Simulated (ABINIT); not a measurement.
The system is Pd.

```xyz
2
Lattice="2.7837 0.0000 0.0000 -1.3918 2.4107 0.0000 0.0000 0.0000 4.6289" Properties=species:S:1:pos:R:3 pbc="T T T"
Pd    0.0000    1.6071    1.1572
Pd    1.3918    0.8036    3.4717
```

This isn't the form of Pd at room conditions, which is fcc.

```yaml
Program: ABINIT 10.8.3 (patched build)
Task: relaxation of cell and atoms
Functional: PBE
Dispersion: D2
Potentials_or_basis: JTH PAW PBE v2.0
Cutoff: 599 eV
k_mesh: 11 × 11 × 6
Occupations: fermi-dirac, width 0.05 eV
Spin: no spin polarisation
```

At the start: pressure -7.0 GPa; volume 15.53 Å³/atom.

Task: Where does the relaxation end?

Result: Over 6 steps the energy falls by 18.0 meV/atom and the volume is 14.77 Å³/atom (-4.9 %); space group P6_3/mmc (No. 194, to 0.05 Å).

Step by step:
```tsv
step	energy change (eV)	largest force (eV/Å)	pressure (GPa)	volume (Å³)
1	0.0000	0.0000	-7.05	31.06
2	-0.0237	0.0000	-4.29	30.40
3	-0.0356	0.0000	0.58	29.43
4	-0.0358	0.0000	-0.01	29.54
5	-0.0359	0.0000	-0.03	29.54
6	-0.0360	0.0000	-0.01	29.54
```

Final structure:
```
CELL_PARAMETERS angstrom
2.73127 0.00000 0.00000
-1.36563 2.36535 0.00000
0.00000 0.00000 4.57234
ATOMIC_POSITIONS crystal
Pd 0.33333 0.66667 0.25000
Pd 0.66667 0.33333 0.75000
```

Caveat: pairwise dispersion overbinds metals, which lowers pressure and volume.
